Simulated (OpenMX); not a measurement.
Crystal: SiC (Moissanite 6H).

```xyz
12
Lattice="3.0950 0.0000 0.0000 -1.5475 2.6803 0.0000 0.0000 0.0000 15.1700" Properties=species:S:1:pos:R:3 pbc="T T T"
Si    1.5475    0.8934    6.9524
Si    0.0000    1.7869   14.5374
Si    1.5475    0.8934   12.0101
Si    0.0000    1.7869    4.4251
Si    0.0000    0.0000    9.4812
Si    0.0000    0.0000    1.8962
C     1.5475    0.8934    5.0562
C     0.0000    1.7869   12.6412
C     1.5475    0.8934   10.1138
C     0.0000    1.7869    2.5288
C     0.0000    0.0000    7.5850
C     0.0000    0.0000    0.0000
```

* Program: OpenMX 3.8.5
* Task: single point
* Functional: PBE
* Potentials or basis: OpenMX 2013 PBE set, Si7.0-s2p2d1, C6.0-s2p2d1, grid cutoff 300 Ry
* k mesh: 11 × 11 × 3
* Occupations: fermi-dirac, width 0.05 eV
* Spin: no spin polarisation

On this cell: pressure 1.7 GPa; largest force 0.138 eV/Å; band gap on the k mesh 2.10 eV, indirect (least direct gap 3.17 eV).

The same run follows on a disturbed copy (atoms moved at random, drawn with an rms of 0.05 Å):

```
Si C
1.0
     3.09500    0.00000    0.00000
    -1.54750    2.68035    0.00000
     0.00000    0.00000   15.17000
Si C
6 6
Direct
  0.70366 0.34007 0.45818
  0.34320 0.66662 0.96182
  0.65616 0.32770 0.78855
  0.33798 0.65851 0.29253
  0.00607 0.99553 0.62711
  0.00540 0.99726 0.12533
  0.66449 0.32101 0.32955
  0.33941 0.66270 0.83434
  0.67668 0.34244 0.66601
  0.34306 0.68793 0.16502
  0.01890 0.00890 0.49876
  0.99691 0.00290 0.00111
```

Q: What changes?

A: The energy moves by +27.9 meV/atom; pressure 2.3 GPa; largest force 2.313 eV/Å; band gap on the k mesh 1.73 eV, indirect (least direct gap 3.01 eV).

Forces on the atoms (eV/Å):
```
Si  -1.357  0.066 -0.619
Si  -0.820  0.071 -1.164
Si   0.856  0.104  2.146
Si  -0.340 -0.033 -1.301
Si  -0.109  0.799 -1.240
Si  -0.593  1.105 -0.030
C    0.507  0.381  1.485
C   -0.736  0.018 -0.637
C    0.069 -0.800 -0.094
C    0.622 -1.283  0.894
C    1.007 -0.289  0.579
C    0.895 -0.136 -0.017
```

Caveats: an odd mesh through Γ misses points on the zone boundary, where band edges often lie; the basis of atomic orbitals isn't converged, which shifts pressures, moduli and gaps.
